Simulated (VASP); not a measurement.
# Zn (Im-3m) in VASP: further runs

Runs on Zn. Level: LDA. Tasks: single point.

Everything below comes from runs of VASP 6.6.1. Logs are shortened: lines on timing, memory, paths and dates and some standing lists are left out, and cuts for length are marked.

## (1) The crystal as given

The structure is cubic, space group Im-3m (No. 229). The conventional cell has a = 3.013 Å, b = 3.013 Å, c = 3.013 Å, α = 90.00°, β = 90.00°, γ = 90.00°. Zn (site symmetry m-3m) has 8 Zn at 2.61 Å as nearest neighbours.

This isn't the form of Zn at room conditions, which is hcp.

## (2) Single point, LDA

Contents of INCAR:

```
PREC = Accurate
ENCUT = 520
EDIFF = 1E-6
ISMEAR = -1
SIGMA = 0.1
LREAL = F
LASPH = T
NELM = 80
ALGO = Normal
ISIF = 2
LWAVE = F
LCHARG = T
GGA = CA
LELF = T
LVHAR = T
NBANDS = 12
```

Contents of KPOINTS:

```
regular mesh
0
Gamma
  24 24 24
```

Contents of POSCAR:

```
Zn
1.0
   -1.5063593275      1.5063593275      1.5063593275
    1.5063593275     -1.5063593275      1.5063593275
    1.5063593275      1.5063593275     -1.5063593275
Zn
1
Direct
    0.0000000000      0.0000000000      0.0000000000
```

Potentials or basis: VASP PAW LDA potentials, release 64 (Zn).

Launch:

```console
$ cat potpaw_LDA.64/Zn/POTCAR > POTCAR
$ mpirun -np 1 vasp_std > vasp.out
```

OUTCAR:

```text
PREC = Accurate
   ENCUT = 520
   EDIFF = 1E-6
   ISMEAR = -1
   LREAL = F
   LASPH = T
   NELM = 80
   ISIF = 2
   GGA = CA

 ion  position               nearest neighbor table
   1  0.000  0.000  0.000-

  LATTYP: Found a body centered cubic cell.
 ALAT       =     3.0127186550

  Lattice vectors:

 A1 = (  -1.5063593275,   1.5063593275,   1.5063593275)
 A2 = (   1.5063593275,  -1.5063593275,   1.5063593275)
 A3 = (   1.5063593275,   1.5063593275,  -1.5063593275)

Analysis of symmetry for initial positions (statically):
=====================================================================
 Subroutine PRICEL returns:
 Original cell was already a primitive cell.

 Routine SETGRP: Setting up the symmetry group for a
 body centered cubic supercell.

 Subroutine GETGRP returns: Found 48 space group operations
 (whereof 48 operations were pure point group operations)
 out of a pool of 48 trial point group operations.

The static configuration has the point symmetry O_h .

Analysis of symmetry for dynamics (positions and initial velocities):
=====================================================================
 Subroutine PRICEL returns:
 Original cell was already a primitive cell.

 Routine SETGRP: Setting up the symmetry group for a
 body centered cubic supercell.

 Subroutine GETGRP returns: Found 48 space group operations
 (whereof 48 operations were pure point group operations)
 out of a pool of 48 trial point group operations.

The dynamic configuration has the point symmetry O_h .

 Subroutine INISYM returns: Found 48 space group operations
 (whereof 48 operations are pure point group operations),
 and found     1 'primitive' translations

----------------------------------------------------------------------------------------

                                     Primitive cell

  volume of cell :      13.6724

  direct lattice vectors                    reciprocal lattice vectors
    -1.506359328  1.506359328  1.506359328     0.000000000  0.331926115  0.331926115
     1.506359328 -1.506359328  1.506359328     0.331926115  0.000000000  0.331926115
     1.506359328  1.506359328 -1.506359328     0.331926115  0.331926115  0.000000000

  length of vectors
     2.609090890  2.609090890  2.609090890     0.469414414  0.469414414  0.469414414

  position of ions in fractional coordinates (direct lattice)
     0.000000000  0.000000000  0.000000000

  ion indices of the primitive-cell ions
   primitive index   ion index
                 1           1

----------------------------------------------------------------------------------------

 KPOINTS: regular mesh

Automatic generation of k-mesh.
 Grid dimensions read from file:
 generate k-points for:   24   24   24

 Generating k-lattice:

  Cartesian coordinates                     Fractional coordinates (reciprocal lattice)
     0.000000000  0.013830255  0.013830255     0.041666667  0.000000000  0.000000000
     0.013830255  0.000000000  0.013830255     0.000000000  0.041666667  0.000000000
     0.013830255  0.013830255  0.000000000     0.000000000  0.000000000  0.041666667

  Length of vectors
     0.019558934  0.019558934  0.019558934

  Shift w.r.t. Gamma in fractional coordinates (k-lattice)
     0.000000000  0.000000000  0.000000000

 Subroutine IBZKPT returns following result:
 ===========================================

 Found    413 irreducible k-points:

 Following reciprocal coordinates:
            Coordinates               Weight
  0.000000  0.000000  0.000000      1.000000
  0.041667  0.000000  0.000000     12.000000
  0.083333  0.000000  0.000000     12.000000
  0.125000  0.000000  0.000000     12.000000
  0.166667  0.000000  0.000000     12.000000
  0.208333  0.000000  0.000000     12.000000
[... 16 lines left out ...]
  0.416667  0.041667  0.000000     48.000000
  0.458333  0.041667  0.000000     48.000000
 [... further k-points ...]
   k-points           NKPTS =    413   k-points in BZ     NKDIM =    413   number of bands    NBANDS=     12
   number of dos      NEDOS =    301   number of ions     NIONS =      1
   total plane-waves  NPLWV =   8000
   dimension x,y,z NGX =    20 NGY =   20 NGZ =   20
   dimension x,y,z NGXF=    40 NGYF=   40 NGZF=   40
   ions per type =               1
   NGX,Y,Z   is equivalent  to a cutoff of  12.74, 12.74, 12.74 a.u.
   NGXF,Y,Z  is equivalent  to a cutoff of  25.49, 25.49, 25.49 a.u.
 SYSTEM =  unknown system
   PREC   = accura    normal or accurate (medium, high low for compatibility)
   ISTART =      0    job   : 0-new  1-cont  2-samecut
   ICHARG =      2    charge: 1-file 2-atom 10-const
   ISPIN  =      1    spin polarized calculation?
   LNONCOLLINEAR =      F non collinear calculations
   LSORBIT =      F    spin-orbit coupling
   LASPH  =      T    aspherical Exc in radial PAW
   ENCUT  =  520.0 eV  38.22 Ry    6.18 a.u.   4.85  4.85  4.85*2*pi/ulx,y,z
   NELM   =     80;   NELMIN=  2; NELMDL= -5     # of ELM steps
   EDIFF  = 0.1E-05   stopping-criterion for ELM
   LREAL  =      F    real-space projection
   EDIFFG = 0.1E-04   stopping-criterion for IOM
   NSW    =      0    number of steps for IOM
   IBRION =     -1    ionic relax: 0-MD 1-quasi-New 2-CG
   NFREE  =      0    steps in history (QN), initial steepest desc. (CG)
   ISIF   =      2    stress and relaxation
   ISYM   =      2    0-nonsym 1-usesym 2-fastsym
   POTIM  = 0.5000    time-step for ionic-motion
   TEBEG  =    0.0;   TEEND  =   0.0 temperature during run
   PSTRESS=    0.0 pullay stress
   NELECT =      12.0000    total number of electrons
   NUPDOWN=      -1.0000    fix difference up-down
   EMIN   =  10.00;   EMAX   =-10.00  energy-range for DOS
   EFERMI =   0.00;   METHOD = LEGACY
   ISMEAR =    -1;   SIGMA  =   0.10  broadening in eV -4-tet -1-fermi 0-gaus
   EFERMI_NEDOS =   21; number of points for ismear=-14 and -15
   IALGO  =     38    algorithm
   IMIX   =      4    mixing-type and parameters
     AMIX     =   0.40;   BMIX     =  1.00
     AMIX_MAG =   1.60;   BMIX_MAG =  1.00
  volume/ion in A,a.u.               =      13.67        92.27
  Fermi-wavevector in a.u.,A,eV,Ry     =   1.567425  2.962003 33.427065  2.456820
  Thomas-Fermi vector in A             =   2.669606
   LORBIT       =      0    0 simple, 1 ext, 2 COOP (PROOUT), +10 PAW based schemes
   GGA     = CA    functional components
   LHFCALC =     F    Hartree Fock is set to
   AEXX    =    0.0000 exact exchange contribution
   IVDW    =     0    specifies the selected vdW correction
   LEPSILON=     F    determine dielectric tensor
   LRPA    =     F    only Hartree local field effects (RPA)
 non-spin polarized calculation
  energy-cutoff  :      520.00
  volume of cell :       13.67
 maximum number of plane-waves:       380
   NGX =  9   NGY =  9   NGZ =  9

 number of electron      11.9999986 magnetization

 Free energy of the ion-electron system (eV)
  ---------------------------------------------------
  ext. energy  EPLUGINS =         0.00000000
  ---------------------------------------------------
  free energy    TOTEN  =        -1.78007217 eV

  energy without entropy =       -1.76986644  energy(sigma->0) =       -1.77496931

 E-fermi :   3.8783     XC(G=0): -12.4784

 val. band max:        3.8694557917   @ k =   0.4167   0.0833   0.0000
 cond. band min:       3.8828913152   @ k =   0.5000   0.5000   0.2083
 fundamental gap:      0.0134355235
 Fermi energy:         3.8782635383

 k-point     1 :       0.0000    0.0000    0.0000
  band No.  band energies     occupation
      1      -7.5744      2.00000
      2      -4.4139      2.00000
      3      -4.4139      2.00000
      4      -4.4139      2.00000
      5      -3.7890      2.00000
      6      -3.7890      2.00000
      7      24.6337      0.00000
      8      24.6337      0.00000
      9      24.6337      0.00000
     10      25.7198      0.00000
     11      25.7198      0.00000
     12      25.7198      0.00000

 k-point     2 :       0.0417    0.0000    0.0000
  band No.  band energies     occupation
      1      -7.5146      2.00000
      2      -4.4205      2.00000
      3      -4.4126      2.00000
      4      -4.3979      2.00000
      5      -3.7954      2.00000
      6      -3.7886      2.00000
      7      23.5658      0.00000
      8      24.0758      0.00000
      9      24.2917      0.00000
     10      25.1117      0.00000
     11      25.2547      0.00000
     12      25.5787      0.00000

 k-point     3 :       0.0833    0.0000    0.0000
  band No.  band energies     occupation
      1      -7.3366      2.00000
      2      -4.4397      2.00000
      3      -4.4087      2.00000
      4      -4.3506      2.00000
      5      -3.8129      2.00000
      6      -3.7873      2.00000
      7      21.3697      0.00000
      8      22.9928      0.00000
      9      23.3968      0.00000
     10      24.4366      0.00000
     11      24.6422      0.00000
     12      25.6502      0.00000
[... 286 lines left out ...]
 k-point    23 :       0.4167    0.0417    0.0000
  band No.  band energies     occupation
      1      -5.2188      2.00000
      2      -4.7747      2.00000
      3      -3.8319      2.00000
      4      -3.7586      2.00000
      5      -3.4450      2.00000
      6      -0.4468      2.00000
      7       4.4480      0.00669
      8      15.6919      0.00000
      9      17.0455      0.00000
     10      20.8356      0.00000
     11      22.6035      0.00000
     12      31.6785      0.00000

 k-point    24 :       0.4583    0.0417    0.0000
  band No.  band energies     occupation
      1      -5.2282      2.00000
      2      -4.7872      2.00000
      3      -3.8246      2.00000
      4      -3.7573      2.00000
      5      -3.4043      2.00000
      6       0.5329      2.00000
      7       3.2333      1.99684
      8      15.5376      0.00000
      9      16.9147      0.00000
     10      20.7504      0.00000
     11      22.5529      0.00000
     12      32.6202      0.00000

 [... further k-points ...]

------------------------ aborting loop because EDIFF is reached ----------------------------------------

  FORCE on cell =-STRESS in cart. coord.  units (eV):
  Direction    XX          YY          ZZ          XY          YZ          ZX
  --------------------------------------------------------------------------------------
  -------------------------------------------------------------------------------------
  Total        0.0614305      0.0614305      0.0614305      0.0000000      0.0000000     -0.0000000
  in kB        7.1986171      7.1986171      7.1986171      0.0000000      0.0000000     -0.0000000
  external PRESSURE =       7.1986171 kB  Pullay stress =       0.0000000 kB

 VOLUME and BASIS-vectors are now :
 -----------------------------------------------------------------------------
  energy-cutoff  :      520.00
  volume of cell :       13.67
      direct lattice vectors                 reciprocal lattice vectors
    -1.506359328  1.506359328  1.506359328     0.000000000  0.331926115  0.331926115
     1.506359328 -1.506359328  1.506359328     0.331926115  0.000000000  0.331926115
     1.506359328  1.506359328 -1.506359328     0.331926115  0.331926115  0.000000000

 POSITION                                       TOTAL-FORCE (eV/Angst)
 -----------------------------------------------------------------------------------
      0.00000      0.00000      0.00000        -0.000000      0.000000     -0.000000
 -----------------------------------------------------------------------------------
    total drift:                                0.000000     -0.000000      0.000000

  FREE ENERGIE OF THE ION-ELECTRON SYSTEM (eV)
  ---------------------------------------------------
  free  energy   TOTEN  =        -1.7800721729 eV

  energy  without entropy=       -1.7698664404  energy(sigma->0) =       -1.77496931
```

Run time: 44 s. Hardware: 1 thread of Intel Xeon Platinum 8375C at 2.90GHz (Ice Lake), shared host; peak memory 0.17 GiB.

Results:

```
Free energy            : -1.7801 eV
Pressure               : 0.7 GPa
Band gap on the k mesh : none (metal or under the smearing width)
```

## (3) Single point, LDA

Contents of INCAR:

```
ALGO = Fast ; EDIFF = 1E-6
ENCUT = 520 ; ISIF = 2
ISMEAR = -1 ; LASPH = T
LCHARG = T ; LELF = T
LREAL = F ; LVHAR = T
LWAVE = F ; NBANDS = 12
NELM = 60 ; PREC = Accurate
SIGMA = 0.1
```

Contents of KPOINTS:

```
k-points
0
Gamma
  16 16 16
```

POSCAR is that of step 2.

Potentials or basis: VASP PAW LDA potentials, release 64 (Zn).

Launch:

```console
$ cat potpaw_LDA.64/Zn/POTCAR > POTCAR
$ mpirun -np 1 vasp_std > vasp.out
```

Wall time 14 s (1 thread of Intel Xeon Platinum 8375C at 2.90GHz (Ice Lake), shared host); peak memory 0.13 GiB.

Results (log left out):

```yaml
Free_energy: -1.7817 eV
Pressure: 0.8 GPa
Band_gap_on_the_k_mesh: none (metal or under the smearing width)
```

Levels at points of the mesh, in eV from the Fermi level:
| k point | band 4 | band 5 | band 6 | band 7 | band 8 | band 9 |
| --- | --- | --- | --- | --- | --- | --- |
| (0.00, 0.00, 0.00) | -8.32 | -7.69 | -7.69 | 20.73 | 20.73 | 20.73 |
| (0.50, 0.00, 0.00) | -7.65 | -7.28 | -3.26 | -0.92 | 12.07 | 13.40 |
| (0.50, 0.50, 0.50) | -7.38 | -7.38 | 4.23 | 4.23 | 4.23 | 8.68 |

## (4) Single point, LDA

This run uses another cell than the first one, of 14.77 Å³/atom, 1.080 times its volume.

Contents of INCAR:

```
SYSTEM = Zn
PREC = Accurate
ENCUT = 520
EDIFF = 1E-6
ISMEAR = -1
SIGMA = 0.1
LREAL = .FALSE.
LASPH = .TRUE.
NELM = 60
ALGO = Fast
ISIF = 2
LWAVE = .FALSE.
LCHARG = .FALSE.
NBANDS = 12
```

Contents of KPOINTS:

```
regular mesh
0
G
  16 16 16
  0 0 0
```

Contents of POSCAR:

```
Zn
1.0
   -1.5455029302      1.5455029302      1.5455029302
    1.5455029302     -1.5455029302      1.5455029302
    1.5455029302      1.5455029302     -1.5455029302
Zn
1
Direct
    0.0000000000      0.0000000000      0.0000000000
```

Launch:

```console
$ cat potpaw_LDA.64/Zn/POTCAR > POTCAR
$ mpirun -np 1 vasp_std > vasp.out
```

It took 14 s on 1 thread of Intel Xeon Platinum 8375C at 2.90GHz (Ice Lake), shared host; peak memory 0.13 GiB.

The run converged. Its results:

| Quantity | Value |
| --- | --- |
| Free energy | -1.7651 eV |
| Pressure | -5.2 GPa |
| Band gap on the k mesh | none (metal or under the smearing width) |

Levels at points of the mesh, in eV from the Fermi level:
```csv
k point,band 3,band 4,band 5,band 6,band 7,band 8,band 9,band 10
"(0.00, 0.00, 0.00)",-8.00,-8.00,-7.45,-7.45,19.44,19.44,19.44,21.20
"(0.50, 0.00, 0.00)",-7.48,-7.42,-7.09,-2.85,-1.01,11.47,12.92,15.68
"(0.50, 0.50, 0.50)",-7.18,-7.18,-7.18,4.17,4.17,4.17,7.77,8.81
```

## (5) Overview

```csv
cell,k mesh,gap on the mesh (eV),pressure (GPa)
"Im-3m, 13.67 Å³/atom",24 × 24 × 24,none,0.7
"Im-3m, 13.67 Å³/atom",16 × 16 × 16,none,0.8
"Im-3m, 14.77 Å³/atom",16 × 16 × 16,none,-5.2
```

Alike in all rows: task single point; level LDA; potentials or basis VASP PAW LDA potentials, release 64 (Zn); no spin polarisation; cutoff (eV) 520; smearing fermi-dirac 0.1 eV.

Every run on the cell as given and a fine mesh finds a metal.

Total energies depend on the potentials used, so only differences within one code and one set of settings carry meaning.
